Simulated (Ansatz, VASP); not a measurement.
# ZnSe (Stilleite): VASP beside Ansatz, part 2 of 3

Aim: how closely do two programs agree when they are given the same cell, functional and k mesh? The cell is taken from a series of runs on this material, whose earlier steps may have relaxed, scaled, displaced or heated it; both programs get it as it stands.

VASP 6.6.1 and Ansatz 0.2.0.

So far. Step 3 (VASP: single point, r2SCAN, spin-orbit coupling, pair 1): The run ends at a pressure of -0.23 GPa, with forces up to 0.0044 eV/Å.

### Step 4. Side by side

Known differences besides the potentials themselves: spin-orbit coupling enters by fully relativistic files in Ansatz and inside the spheres in VASP; VASP keeps PBE cores, Ansatz makes them for the functional; the data sets hold 28 valence electrons in Ansatz (on its PAW fully relativistic soft_1 files) and 18 in VASP; the cutoff is 500 eV in Ansatz and 440 eV in VASP. Total energies have different zeros and are not compared.

Compared:

```csv
quantity,Ansatz,VASP,difference
gap on the k mesh (eV),1.718,1.723,-0.004
```

A gap on the mesh is an upper bound, since the band edges may lie between its points.

### Step 5. Ansatz: single point, r2SCAN, spin-orbit coupling, pair 2

A single point gives forces, pressure and levels at one fixed geometry, so differences don't come from the geometry; what else differs is listed under the comparison. The cell compared in this pair holds 45.68 Å³, against 45.59 Å³ for the pair before.

The cell is taken from a series of runs on this material, whose earlier steps may have relaxed, scaled, displaced or heated it; both programs get it as it stands.

input.yaml

```yaml
crystal:
  lattice:
    - [0.0139898796, 2.847781787, 2.8163465754]
    - [2.847781787, 0.0139898796, 2.8163465754]
    - [2.8617716666, 2.8617716666, 0.0]
  atoms:
    - { symbol: Zn, position: [-0.0008220875, -0.0008220875, 0.0008220875] }
    - { symbol: Se, position: [0.7508220875, 0.7508220875, 0.7491779125] }
kpoints:
  mp_grid: { grid: [6, 6, 6] }
hamiltonian:
  xc: r2scan
  pseudopotentials: { kind: paw_fr, azcp: { folder: soft_1 } }
scf:
  occupations: { method: gaussian, width: 0.01 }
  n_extra_bands: 16
output:
  eigenvalues: true
  eigenstates:
    kpoints:
      - [0.0, 0.0, 0.0]
      - [1.7812e-05, 0.003625908, 0.003643721]
      - [0.003625908, 1.7812e-05, 0.003643721]
      - [0.003585884, 0.003585884, 0.0]
      - [0.0025765, 0.0025765, 0.005152999]
      - [-0.002551309, 0.002551309, 0.0]
      - [0.002548198, 0.005099507, 0.0025765]
      - [-0.002523007, 2.8302e-05, 0.0025765]
      - [0.005099507, 0.002548198, 0.0025765]
      - [2.8302e-05, -0.002523007, 0.0025765]
      - [0.004174014, 0.004174014, 0.004207406]
      - [3.3392e-05, 3.3392e-05, 0.004207406]
      - [-1.2824e-05, 0.004153446, 0.0]
      - [0.004153446, -1.2824e-05, 0.0]
      - [-1.7812e-05, -0.003625908, -0.003643721]
      - [-0.003625908, -1.7812e-05, -0.003643721]
      - [-0.003585884, -0.003585884, 0.0]
      - [-0.0025765, -0.0025765, -0.005152999]
      - [0.002551309, -0.002551309, 0.0]
      - [-0.002548198, -0.005099507, -0.0025765]
      - [0.002523007, -2.8302e-05, -0.0025765]
      - [-0.005099507, -0.002548198, -0.0025765]
      - [-2.8302e-05, 0.002523007, -0.0025765]
      - [-0.004174014, -0.004174014, -0.004207406]
      - [-3.3392e-05, -3.3392e-05, -0.004207406]
      - [1.2824e-05, -0.004153446, 0.0]
      - [-0.004153446, 1.2824e-05, 0.0]
      - [6.6797e-05, 0.013597156, 0.013663953]
      - [0.013597156, 6.6797e-05, 0.013663953]
      - [0.013447064, 0.013447064, 0.0]
      - [0.009661874, 0.009661874, 0.019323748]
      - [-0.009567409, 0.009567409, 0.0]
      - [0.009555743, 0.019123152, 0.009661874]
      - [-0.009461278, 0.000106131, 0.009661874]
      - [0.019123152, 0.009555743, 0.009661874]
      - [0.000106131, -0.009461278, 0.009661874]
      - [0.015652553, 0.015652553, 0.015777774]
      - [0.000125221, 0.000125221, 0.015777774]
      - [-4.8091e-05, 0.015575423, 0.0]
      - [0.015575423, -4.8091e-05, 0.0]
      - [-6.6797e-05, -0.013597156, -0.013663953]
      - [-0.013597156, -6.6797e-05, -0.013663953]
      - [-0.013447064, -0.013447064, 0.0]
      - [-0.009661874, -0.009661874, -0.019323748]
      - [0.009567409, -0.009567409, 0.0]
      - [-0.009555743, -0.019123152, -0.009661874]
      - [0.009461278, -0.000106131, -0.009661874]
      - [-0.019123152, -0.009555743, -0.009661874]
      - [-0.000106131, 0.009461278, -0.009661874]
      - [-0.015652553, -0.015652553, -0.015777774]
      - [-0.000125221, -0.000125221, -0.015777774]
      - [4.8091e-05, -0.015575423, 0.0]
      - [-0.015575423, 4.8091e-05, 0.0]
      - [0.0, 0.0, 0.0]
      - [1.7812e-05, 0.003625908, 0.003643721]
      - [0.003625908, 1.7812e-05, 0.003643721]
      - [0.003585884, 0.003585884, 0.0]
      - [0.0025765, 0.0025765, 0.005152999]
      - [-0.002551309, 0.002551309, 0.0]
      - [0.002548198, 0.005099507, 0.0025765]
      - [-0.002523007, 2.8302e-05, 0.0025765]
      - [0.005099507, 0.002548198, 0.0025765]
      - [2.8302e-05, -0.002523007, 0.0025765]
      - [0.004174014, 0.004174014, 0.004207406]
      - [3.3392e-05, 3.3392e-05, 0.004207406]
      - [-1.2824e-05, 0.004153446, 0.0]
      - [0.004153446, -1.2824e-05, 0.0]
      - [-1.7812e-05, -0.003625908, -0.003643721]
      - [-0.003625908, -1.7812e-05, -0.003643721]
      - [-0.003585884, -0.003585884, 0.0]
      - [-0.0025765, -0.0025765, -0.005152999]
      - [0.002551309, -0.002551309, 0.0]
      - [-0.002548198, -0.005099507, -0.0025765]
      - [0.002523007, -2.8302e-05, -0.0025765]
      - [-0.005099507, -0.002548198, -0.0025765]
      - [-2.8302e-05, 0.002523007, -0.0025765]
      - [-0.004174014, -0.004174014, -0.004207406]
      - [-3.3392e-05, -3.3392e-05, -0.004207406]
      - [1.2824e-05, -0.004153446, 0.0]
      - [-0.004153446, 1.2824e-05, 0.0]
      - [6.6797e-05, 0.013597156, 0.013663953]
      - [0.013597156, 6.6797e-05, 0.013663953]
      - [0.013447064, 0.013447064, 0.0]
      - [0.009661874, 0.009661874, 0.019323748]
      - [-0.009567409, 0.009567409, 0.0]
      - [0.009555743, 0.019123152, 0.009661874]
      - [-0.009461278, 0.000106131, 0.009661874]
      - [0.019123152, 0.009555743, 0.009661874]
      - [0.000106131, -0.009461278, 0.009661874]
      - [0.015652553, 0.015652553, 0.015777774]
      - [0.000125221, 0.000125221, 0.015777774]
      - [-4.8091e-05, 0.015575423, 0.0]
      - [0.015575423, -4.8091e-05, 0.0]
      - [-6.6797e-05, -0.013597156, -0.013663953]
      - [-0.013597156, -6.6797e-05, -0.013663953]
      - [-0.013447064, -0.013447064, 0.0]
      - [-0.009661874, -0.009661874, -0.019323748]
      - [0.009567409, -0.009567409, 0.0]
      - [-0.009555743, -0.019123152, -0.009661874]
      - [0.009461278, -0.000106131, -0.009661874]
      - [-0.019123152, -0.009555743, -0.009661874]
      - [-0.000106131, 0.009461278, -0.009661874]
      - [-0.015652553, -0.015652553, -0.015777774]
      - [-0.000125221, -0.000125221, -0.015777774]
      - [4.8091e-05, -0.015575423, 0.0]
      - [-0.015575423, 4.8091e-05, 0.0]
magnetization:
  noncollinear: true
  spin_orbit: true
checkpoint:
  read: start.run
  write: ck
  compress: false
  write_wavefunctions: false
  write_every: 100000
```

Run with:

```bash
ansatz run input.yaml --threads 4 --pin off --max-ram 9216MiB --backend cpu --events-out ev --progress --plain --runs-dir out
```

Numbers of over 12 decimals in the logs are rounded to 6 here.

What it wrote:

```text
[...]
Crystal: 2 atoms, lattice volume = 45.679 Å³
Basis set: ecut = 500 eV, 1183 PW (Γ), exchange–correlation on 120×120×120 points (64 copies of the dense FFT grid, shifted against one another)
Bands: 44, of which v1, the nominal top of the filled ones, is band 28 counted from 1 (27 counted from 0)
Symmetry: 4 space group operations + 4 with time reversal
[...]
k-point 0: bands = [... 24 lower, 6.2827, 6.2827, 6.3232, 6.3232, 8.0218, 8.0218, 12.3911, 12.3911, ... 12 higher]
  k-point 1: bands = [... 24 lower, 5.8213, 5.8269, 6.0509, 6.0628, 9.2441, 9.2448, 12.5100, 12.5211, ... 12 higher]
  k-point 2: bands = [... 24 lower, 5.3926, 5.3944, 5.6167, 5.6284, 9.3981, 9.3990, 13.1415, 13.1415, ... 12 higher]
  k-point 45: bands = [... 24 lower, 3.8195, 3.8195, 4.0177, 4.0177, 9.4769, 9.4769, 9.9937, 9.9937, ... 12 higher]
[key lines of the parts left out:]
SCF converged after 3 iterations
Magnetization: |M| = 0.0000 μB,  M = (+0.0000, +0.0000, +0.0000) μB
Free energy (F): -8799.993599 eV
Fermi energy:    7.172506 eV
```

### Step 6. VASP: single point, r2SCAN, spin-orbit coupling, pair 2

The same cell, functional, mesh and smearing now go to VASP, with its own data sets.

INCAR

```
SYSTEM = ZnSe
PREC = Accurate
ENCUT = 440
EDIFF = 1E-06
NELM = 200
ISMEAR = 0
SIGMA = 0.01
LREAL = .FALSE.
ALGO = Normal
METAGGA = R2SCAN
LASPH = .TRUE.
LNONCOLLINEAR = .TRUE.
MAGMOM = 0 0 0 0 0 0
NBANDS = 30
GGA_COMPAT = .FALSE.
LSORBIT = .TRUE.
LORBIT = 11
LWAVE = .FALSE.
LCHARG = .FALSE.
ISIF = 2
EFERMI = MIDGAP
LMIXTAU = .TRUE.
KPAR = 2
```

POSCAR

```
ZnSe
1.0
    0.0139898796      2.8477817870      2.8163465754
    2.8477817870      0.0139898796      2.8163465754
    2.8617716666      2.8617716666      0.0000000000
Zn Se
1 1
Direct
    0.9991779125      0.9991779125      0.0008220875
    0.7508220875      0.7508220875      0.7491779125
```

KPOINTS

```
Automatic mesh
0
Gamma
6 6 6
0 0 0
```

PAW data sets: Zn and Se (PBE family, release 64).

Run with:

```bash
mpirun -np 2 vasp_ncl
```

What it wrote:

```text
[banner, memory and clock lines left out]
running    2 mpi-ranks, on    1 nodes
[...]
[... a notice as in an earlier step ...]

 LDA part: xc-table for (None), standard interpolation
 POSCAR, INCAR and KPOINTS ok, starting setup
[...]
entering main loop
       N       E                     dE             d eps       ncg     rms          rms(c)
DAV:   1     0.963237176516E+02    0.96324E+02   -0.76270E+03  4500   0.125E+03
DAV:   2    -0.156907083710E+02   -0.11201E+03   -0.10543E+03  4582   0.300E+02
DAV:   3    -0.274770262739E+02   -0.11786E+02   -0.11645E+02  5302   0.973E+01
DAV:   4    -0.277061192029E+02   -0.22909E+00   -0.22881E+00  5134   0.142E+01
[...]
DAV:  15    -0.249215577004E+02    0.23886E-05   -0.65527E-06  4796   0.350E-02    0.233E-03
DAV:  16    -0.249215636394E+02   -0.59390E-05   -0.21089E-06  4710   0.150E-02    0.282E-03
DAV:  17    -0.249215628762E+02    0.76320E-06   -0.54927E-07  3396   0.135E-02
   1 F= -.24921563E+02 E0= -.24921563E+02  d E =0.000000E+00  mag=     0.0000    -0.0000     0.0000
```

OUTCAR, selected parts (step 6):

```text
  Total       -0.1331829     -0.1331829     -0.0264029     -0.1089809      0.0000000      0.0000000
  in kB       -4.6713261     -4.6713261     -0.9260699     -3.8224528      0.0000000      0.0000000
  external PRESSURE =      -3.4229073 kB  Pullay stress =       0.0000000 kB

 POSITION                                       TOTAL-FORCE (eV/Angst)
 -----------------------------------------------------------------------------------
      2.86177      2.86177      5.62806        -0.000000     -0.000000     -0.006895
      4.29266      4.29266      4.22915         0.000000      0.000000      0.006895
 -----------------------------------------------------------------------------------
    total drift:                               -0.000000     -0.000000     -0.012896

  FREE ENERGIE OF THE ION-ELECTRON SYSTEM (eV)
  ---------------------------------------------------
  free  energy   TOTEN  =       -24.9215628762 eV

  energy  without entropy=      -24.9215628762  energy(sigma->0) =      -24.92156288

 magnetization (x)
# of ion       s       p       d       tot
------------------------------------------
    1        0.000  -0.000  -0.000  -0.000
    2        0.000   0.000   0.000   0.000
--------------------------------------------------
tot          0.000  -0.000  -0.000  -0.000

 magnetization (y)
# of ion       s       p       d       tot
------------------------------------------
    1        0.000   0.000   0.000   0.000
    2        0.000   0.000  -0.000   0.000
--------------------------------------------------
tot          0.000   0.000   0.000   0.000

[... 2 parts as in an earlier step ...]

[... 2 further parts left out ...]
[key lines of the parts left out:]
E-fermi :   2.2657
```

The run ends at a pressure of -0.34 GPa, with forces up to 0.0069 eV/Å.

### Step 7. Side by side

What differs besides the data sets and the points named for the pairs above, as far as they apply: the data sets hold 28 valence electrons in Ansatz (on its PAW fully relativistic soft_1 files) and 18 in VASP. Total energies have different zeros and are not compared.

The two programs side by side:

```csv
quantity,Ansatz,VASP,difference
gap on the k mesh (eV),1.699,1.703,-0.004
```

A gap on the mesh is an upper bound, since the band edges may lie between its points.

### Step 8. VASP: single point, r2SCAN, spin-orbit coupling, pair 3

A single point gives forces, pressure and levels at one fixed geometry, so differences don't come from the geometry; what else differs is listed under the comparison. The cell compared in this pair holds 45.77 Å³, against 45.68 Å³ for the pair before.

INCAR is that of step 6.

POSCAR

```
ZnSe
1.0
    0.0209325977      2.8550062553      2.8077820612
    2.8550062553      0.0209325977      2.8077820612
    2.8759388531      2.8759388531      0.0000000001
Zn Se
1 1
Direct
    0.9987784320      0.9987784320      0.0012215680
    0.7512215680      0.7512215680      0.7487784320
```

KPOINTS is that of step 6.

Run with:

```bash
mpirun -np 2 vasp_ncl
```

What it wrote:

```text
[... set-up lines as in an earlier step ...]
 entering main loop
       N       E                     dE             d eps       ncg     rms          rms(c)
DAV:   1     0.960986056464E+02    0.96099E+02   -0.76607E+03  4500   0.126E+03
DAV:   2    -0.157785349546E+02   -0.11188E+03   -0.10514E+03  4518   0.300E+02
DAV:   3    -0.274803914324E+02   -0.11702E+02   -0.11548E+02  5292   0.972E+01
DAV:   4    -0.277060766614E+02   -0.22569E+00   -0.22540E+00  5148   0.141E+01
[...]
DAV:  15    -0.249201979992E+02    0.23529E-05   -0.65350E-06  4814   0.346E-02    0.234E-03
DAV:  16    -0.249202039022E+02   -0.59030E-05   -0.21039E-06  4740   0.147E-02    0.280E-03
DAV:  17    -0.249202031436E+02    0.75858E-06   -0.53483E-07  3420   0.133E-02
   1 F= -.24920203E+02 E0= -.24920203E+02  d E =0.000000E+00  mag=    -0.0000     0.0000     0.0000
```

Parts of OUTCAR (step 8):

```text
  Total       -0.1858779     -0.1858779     -0.0238645     -0.1632254     -0.0000000     -0.0000000
  in kB       -6.5066003     -6.5066003     -0.8353694     -5.7136571     -0.0000000     -0.0000000
  external PRESSURE =      -4.6161900 kB  Pullay stress =       0.0000000 kB

 POSITION                                       TOTAL-FORCE (eV/Angst)
 -----------------------------------------------------------------------------------
      2.87594      2.87594      5.60870         0.000000      0.000000     -0.007580
      4.31391      4.31391      4.21853        -0.000000     -0.000000      0.007580
 -----------------------------------------------------------------------------------
    total drift:                                0.000000      0.000000     -0.013654

  FREE ENERGIE OF THE ION-ELECTRON SYSTEM (eV)
  ---------------------------------------------------
  free  energy   TOTEN  =       -24.9202031436 eV

  energy  without entropy=      -24.9202031436  energy(sigma->0) =      -24.92020314

 magnetization (x)
# of ion       s       p       d       tot
------------------------------------------
    1       -0.000   0.000  -0.000  -0.000
    2        0.000   0.000  -0.000  -0.000
--------------------------------------------------
tot         -0.000   0.000  -0.000  -0.000

 magnetization (y)
# of ion       s       p       d       tot
------------------------------------------
    1        0.000   0.000   0.000   0.000
    2        0.000  -0.000   0.000   0.000
--------------------------------------------------
tot          0.000  -0.000   0.000   0.000

 magnetization (z)
# of ion       s       p       d       tot
------------------------------------------
    1       -0.000  -0.000   0.000  -0.000
    2        0.000   0.000   0.000   0.000
--------------------------------------------------
tot         -0.000  -0.000   0.000  -0.000

[... 1 part as in an earlier step ...]

[... 2 further parts left out ...]
[key lines of the parts left out:]
E-fermi :   2.2482
```

The run ends at a pressure of -0.46 GPa, with forces up to 0.0076 eV/Å.

[end of part 2 of 3]

[Lines on the potential files, build, host, timing and source positions are cut from VASP's logs without a mark.]

[Logs are printed without paths, hosts, clocks, repeated set-up lines and the standing remarks that a program may print on its own settings, such as how far it seeks lower states.]

[Hosts, paths, dates, database ids (printed as entryN), source tags and the programs' standing remarks are cut or masked in the printed files.]
